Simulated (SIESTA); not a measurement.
Write the native input for SIESTA 5.4.2 that does the following.

```
Task                : band structure
Functional          : PBEsol
Potentials or basis : PseudoDojo 0.4 standard (PBEsol files)
Basis               : DZ (energy shift 0.003 Ry; two zetas on semicore shells)
Grid cutoff         : 800 Ry
Energy shift        : 0.003 Ry
k mesh              : 10 × 10 × 10
Occupations         : fermi-dirac, width 0.05 eV
Spin                : no spin polarisation
```

Crystal: TiAl3.

```
Ti Al
1.0
    -1.91111    1.91111    4.28067
     1.91111   -1.91111    4.28067
     1.91111    1.91111   -4.28067
Ti Al
1 3
Direct
  0.00000 0.00000 0.00000
  0.25000 0.75000 0.50000
  0.75000 0.25000 0.50000
  0.50000 0.50000 0.00000
```

The cell comes from a database or a generator and needn't be the stable form of this composition.

One way to write it, as run:

TiAl3.fdf

```
SystemName                      TiAl3
SystemLabel                     TiAl3
NumberOfSpecies                 2
NumberOfAtoms                   4
%block ChemicalSpeciesLabel
  1  22 Ti
  2  13 Al
%endblock ChemicalSpeciesLabel

LatticeConstant                 1.0 Ang
%block LatticeVectors
    -1.9111067713     1.9111067713     4.2806687947
     1.9111067713    -1.9111067713     4.2806687947
     1.9111067713     1.9111067713    -4.2806687947
%endblock LatticeVectors
AtomicCoordinatesFormat         Fractional
%block AtomicCoordinatesAndAtomicSpecies
     0.0000000000     0.0000000000     0.0000000000  1  Ti
     0.2500000000     0.7500000000     0.5000000000  2  Al
     0.7500000000     0.2500000000     0.5000000000  2  Al
     0.5000000000     0.5000000000     0.0000000000  2  Al
%endblock AtomicCoordinatesAndAtomicSpecies

%block kgrid.MonkhorstPack
   10   0   0  0.0
    0  10   0  0.0
    0   0  10  0.0
%endblock kgrid.MonkhorstPack
XC.Functional                   GGA
XC.Authors                      PBEsol
PAO.BasisSize                   DZ
PAO.EnergyShift                 0.003 Ry
Mesh.Cutoff                     800 Ry
OccupationFunction              FD
ElectronicTemperature           0.05 eV
MaxSCFIterations                120
SCF.MustConverge                false
SCF.Mixer.Method                Pulay
SCF.Mixer.Weight                0.25
SCF.Mixer.History               8
SCF.DM.Tolerance                5.0e-05
SCF.H.Tolerance                 1.0e-03 eV
WriteForces                     true
Charge.Mulliken                 end
BandLinesScale                  ReciprocalLatticeVectors
%block BandLines
    1    0.000000   0.000000   0.000000  \Gamma
   13    0.000000   0.000000   0.500000  X
    3   -0.099659   0.099659   0.500000  Y
    7   -0.299830   0.299830   0.299830  S
   11    0.000000   0.000000   0.000000  \Gamma
    8    0.500000   0.500000  -0.500000  Z
    7    0.299830   0.700170  -0.299830  S1
    4    0.000000   0.500000   0.000000  N
    9    0.250000   0.250000   0.250000  P
    5    0.500000   0.500000  -0.099659  Y1
   10    0.500000   0.500000  -0.500000  Z
    1    0.000000   0.000000   0.500000  X
    4    0.250000   0.250000   0.250000  P
%endblock BandLines
%block PAO.Basis
  Ti 4
  n=3 0 2
    3.151 0.000
  n=4 0 2
    8.703 0.000
  n=3 1 2
    3.568 0.000
  n=3 2 2
    6.267 0.000
%endblock PAO.Basis
```

Potentials or basis: PseudoDojo 0.4 standard (PBEsol files), DZ (energy shift 0.003 Ry; two zetas on semicore shells).

Command:

```console
$ siesta TiAl3.fdf > TiAl3.out 2>&1
```

Results of the run:

```yaml
Pressure: 2.1 GPa
Band_gap_on_the_k_mesh: none (metal or under the smearing width)
```

Caveat: the basis has no polarisation orbitals; the basis of atomic orbitals isn't converged, which shifts pressures, moduli and gaps.

Run time: 83 s on 1 thread of Arm Neoverse V2, on a shared host, peak memory 0.4 GiB.
